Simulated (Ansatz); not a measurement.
Start of a relaxation, B put at a bridge Hf-Hf site (Hf, Fm-3m (No. 225), (1 1 1) face):

```xyz
4
Lattice="3.1241 0.0000 0.0000 -1.5620 2.7055 0.0000 0.0000 0.0000 24.1016" Properties=species:S:1:pos:R:3 pbc="T T T"
Hf    1.5620    0.9018    8.5000
Hf    0.0000    1.8037   10.9210
Hf    0.0000    0.0000   13.3423
B     0.0000    2.7055   15.4223
```

These are results of DFT PBEsol, scalar-relativistic, plane waves, PAW (Ansatz 0.2.0), not measurements. Cutoff 420 eV; k points 9×9×1 on the computed 4-atom cell (Γ-centred); Gaussian smearing, width 0.10 eV; no spin polarisation. A dipole correction removes the field between periodic images along c.

Atoms 1 (counted from 1) are held. The cell is fixed. Force threshold 0.03 eV/Å.

```
step E − E_final (eV) largest force (eV/Å)
   1             0.809                 2.217
   2             0.235                 0.791
   3             0.213                 0.753
   4             0.139                 0.381
   5             0.040                 0.347
   6             0.016                 0.141
   7             0.005                 0.063
   8             0.002                 0.135
   9             0.000                 0.045
  10             0.000                 0.004
```

Task: What is the final structure?

Result:
```yaml
crystal:
  lattice:
    - [3.12407, 0.00000, 0.00000]
    - [-1.56203, 2.70552, 0.00000]
    - [0.00000, 0.00000, 24.10158]
  atoms:
    - { symbol: Hf, position: [0.66667, 0.33333, 0.35267] }
    - { symbol: Hf, position: [0.33350, 0.66700, 0.45114] }
    - { symbol: Hf, position: [0.99707, 0.99414, 0.56164] }
    - { symbol: B, position: [0.66332, 0.32664, 0.62473] }
```

The end is the local minimum or symmetric point that this start leads to. The slab is only 5.1 Å thick, so the energy isn't converged with thickness.

Spin–orbit coupling is left out, which can shift energies with elements as heavy as these.

The reference crystal is the fcc form of Hf, which isn't its usual structure.